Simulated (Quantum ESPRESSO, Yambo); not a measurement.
# CdTe (F-43m): G0W0 in Yambo against the bands, part 2 of 2

How does the gap of CdTe (F-43m) converge in the bands?

Yambo 5.3.0; PBE and many-body steps on it, plane waves. Known limits of the many-body steps: not at the basis limit; no spin-orbit coupling; coarse k mesh.

So far. Step 4 (93 bands): Against the run before, the gap moves by −0.074 eV.

### Step 5. 153 bands

Level of this step: G0W0 on PBE, plane waves, norm-conserving pseudopotentials (Yambo).

File gw4.in:

```
HF_and_locXC
gw0
dyson
ppa
em1d
rim_cut
RandQpts= 1000000
RandGvec= 1 RL
EXXRLvcs= 94 Ry
VXCRLvcs= 376 Ry
Chimod= "HARTREE"
% BndsRnXp
 1 | 153 |
%
NGsBlkXp= 11 Ry
% LongDrXp
 1 | 1 | 1 |
%
% GbndRnge
 1 | 153 |
%
DysSolver= "n"
ExtendOut
PPAPntXp= 27.21138 eV
% QPkrange
 1 | 1 | 21 | 24 |
%
```

Command:

```
OMP_NUM_THREADS=1 mpirun -n 4 yambo -F gw4.in -J gw4 -C gw4 > gw4.log
```

What it wrote:

```text
 Yambo, version 5.3.0

 [02] CORE Variables Setup
 =========================

  [... cell, symmetries and grids as in the set-up ...]

  [02.05] Energies & Occupations
  ==============================

  [X] === General ===
  [X] Electronic Temperature                        :  0.000000  0.000000 [eV K]
  [X] Bosonic    Temperature                        :  0.000000  0.000000 [eV K]
  [X] Finite Temperature mode                       : no
  [X] El. density                                   :  0.64683E+24 [cm-3]
[...]
Sx RL components                                 :   7239

   QP @ state[ 1 ] K range                          :  1  1
   QP @ state[ 1 ] b range                          :  21  24
   GF energies kind                                 : Perdew, Burke & Ernzerhof(X)+Perdew, Burke & Ernzerhof(C)
   GF WF`s kind                                     : Perdew, Burke & Ernzerhof(X)+Perdew, Burke & Ernzerhof(C)
   Xs energies kind                                 : Perdew, Burke & Ernzerhof(X)+Perdew, Burke & Ernzerhof(C)
   Xs WF`s kind                                     : Perdew, Burke & Ernzerhof(X)+Perdew, Burke & Ernzerhof(C)

 [11] Game Over & Game summary
```

Wall time 4.8 min (4 MPI ranks of Arm Neoverse V1, shared host); peak memory 2.3 GiB; 19 min of CPU time.

This step gave:

| Quantity | Value |
| --- | --- |
| G0W0 gap on the points computed | 1.544 eV |
| starting gap on the mesh | 0.7705 eV |
| k of the valence top | 0, 0, 0 |
| k of the conduction bottom | 0, 0, 0 |
| least direct G0W0 gap on the computed points | 1.544 eV |

Against the run before, the gap moves by +0.019 eV.

### Step 6. 225 bands

File gw5.in:

```
HF_and_locXC
gw0
dyson
ppa
em1d
rim_cut
RandQpts= 1000000
RandGvec= 1 RL
EXXRLvcs= 94 Ry
VXCRLvcs= 376 Ry
Chimod= "HARTREE"
% BndsRnXp
 1 | 225 |
%
NGsBlkXp= 11 Ry
% LongDrXp
 1 | 1 | 1 |
%
% GbndRnge
 1 | 225 |
%
DysSolver= "n"
ExtendOut
PPAPntXp= 27.21138 eV
% QPkrange
 1 | 1 | 21 | 24 |
%
```

Command:

```
OMP_NUM_THREADS=1 mpirun -n 4 yambo -F gw5.in -J gw5 -C gw5 > gw5.log
```

What it wrote:

```text
 Yambo, version 5.3.0

 [02] CORE Variables Setup
 =========================

  [... cell, symmetries and grids as in the set-up ...]

  [02.05] Energies & Occupations
  ==============================

  [X] === General ===
  [X] Electronic Temperature                        :  0.000000  0.000000 [eV K]
  [X] Bosonic    Temperature                        :  0.000000  0.000000 [eV K]
  [X] Finite Temperature mode                       : no
  [X] El. density                                   :  0.64683E+24 [cm-3]
[...]
Sx RL components                                 :   7239

   QP @ state[ 1 ] K range                          :  1  1
   QP @ state[ 1 ] b range                          :  21  24
   GF energies kind                                 : Perdew, Burke & Ernzerhof(X)+Perdew, Burke & Ernzerhof(C)
   GF WF`s kind                                     : Perdew, Burke & Ernzerhof(X)+Perdew, Burke & Ernzerhof(C)
   Xs energies kind                                 : Perdew, Burke & Ernzerhof(X)+Perdew, Burke & Ernzerhof(C)
   Xs WF`s kind                                     : Perdew, Burke & Ernzerhof(X)+Perdew, Burke & Ernzerhof(C)

 [11] Game Over & Game summary
```

Wall time 7.4 min (4 MPI ranks); peak memory 2.6 GiB; 30 min of CPU time.

This step gave:

```
G0W0 gap on the points computed              : 1.557 eV
starting gap on the mesh                     : 0.7705 eV
k of the valence top                         : 0, 0, 0
k of the conduction bottom                   : 0, 0, 0
least direct G0W0 gap on the computed points : 1.557 eV
```

Against the run before, the gap moves by +0.013 eV.

### Step 7. 305 bands

File gw6.in:

```
HF_and_locXC
gw0
dyson
ppa
em1d
rim_cut
RandQpts= 1000000
RandGvec= 1 RL
EXXRLvcs= 94 Ry
VXCRLvcs= 376 Ry
Chimod= "HARTREE"
% BndsRnXp
 1 | 305 |
%
NGsBlkXp= 11 Ry
% LongDrXp
 1 | 1 | 1 |
%
% GbndRnge
 1 | 305 |
%
DysSolver= "n"
ExtendOut
PPAPntXp= 27.21138 eV
% QPkrange
 1 | 1 | 21 | 24 |
%
```

Command:

```
OMP_NUM_THREADS=1 mpirun -n 4 yambo -F gw6.in -J gw6 -C gw6 > gw6.log
```

What it wrote:

```text
 Yambo, version 5.3.0

 [02] CORE Variables Setup
 =========================

  [... cell, symmetries and grids as in the set-up ...]

  [02.05] Energies & Occupations
  ==============================

  [X] === General ===
  [X] Electronic Temperature                        :  0.000000  0.000000 [eV K]
  [X] Bosonic    Temperature                        :  0.000000  0.000000 [eV K]
  [X] Finite Temperature mode                       : no
  [X] El. density                                   :  0.64683E+24 [cm-3]
[...]
Sx RL components                                 :   7239

   QP @ state[ 1 ] K range                          :  1  1
   QP @ state[ 1 ] b range                          :  21  24
   GF energies kind                                 : Perdew, Burke & Ernzerhof(X)+Perdew, Burke & Ernzerhof(C)
   GF WF`s kind                                     : Perdew, Burke & Ernzerhof(X)+Perdew, Burke & Ernzerhof(C)
   Xs energies kind                                 : Perdew, Burke & Ernzerhof(X)+Perdew, Burke & Ernzerhof(C)
   Xs WF`s kind                                     : Perdew, Burke & Ernzerhof(X)+Perdew, Burke & Ernzerhof(C)

 [11] Game Over & Game summary
```

Wall time 10 min (4 MPI ranks); peak memory 3.2 GiB; 40 min of CPU time.

This step gave:

```yaml
g0w0_gap_on_the_points_computed: 1.561 eV
starting_gap_on_the_mesh: 0.7705 eV
k_of_the_valence_top: 0, 0, 0
k_of_the_conduction_bottom: 0, 0, 0
least_direct_g0w0_gap_on_the_computed_points: 1.561 eV
```

Against the run before, the gap moves by +0.004 eV.

### Step 8. Side by side

Times are wall times on 4 MPI ranks of Arm Neoverse V1, shared host, good to a factor of about two.

```tsv
run	mesh	bands	screening cutoff (eV)	DFT gap (eV)	gap on the mesh (eV)	direct (eV)	time
38 bands	4×4×4	38	149.7	0.770	1.639	1.639	51 s
57 bands	4×4×4	57	149.7	0.770	1.599	1.599	92 s
93 bands	4×4×4	93	149.7	0.770	1.525	1.525	2.8 min
153 bands	4×4×4	153	149.7	0.770	1.544	1.544	4.8 min
225 bands	4×4×4	225	149.7	0.770	1.557	1.557	7.4 min
305 bands	4×4×4	305	149.7	0.770	1.561	1.561	10 min
```

### Step 9. Outcome

```json
{
  "38 bands": "1.639 eV",
  "57 bands": "1.599 eV",
  "93 bands": "1.525 eV",
  "153 bands": "1.544 eV",
  "225 bands": "1.557 eV",
  "305 bands": "1.561 eV",
  "known limits": "not at the basis limit; no spin-orbit coupling; coarse k mesh"
}
```

**Reading.** The setting moved: bands. From 38 bands to 305 bands the gap moves by −0.08 eV, for 12 times the time, not steadily: it passes through 1.53 eV. It holds to 0.03 eV from 153 bands on. Bands and screening cutoff are coupled, so a series along one setting does not show full convergence. Bands and cutoff are finite, so the gap is not at the basis limit. The miss can reach some tenths of an eV and take either sign; the mesh is an error of its own. In the G0W0 runs levels were corrected at 1 k point alone, so a gap called «on the mesh» is the least over those, and an edge elsewhere would be missed. The 4×4×4 mesh is coarse for this cell, which bears on the long-range parts of exchange and screening. The many-body steps are scalar-relativistic: spin-orbit coupling is not in them.

[Paths, hosts, dates, memory and timing lines, banners, echoed tables and standing remarks are left out of the program output.]

[Logs are printed without paths, hosts, clocks, repeated set-up lines and the standing remarks that a program may print on its own settings, such as how far it seeks lower states.]

[Runs of the session that timed out or met a known fault of the program may be left out.]

[Hosts, paths, dates, database ids (printed as entryN), source tags and the programs' standing remarks are cut or masked in the printed files.]
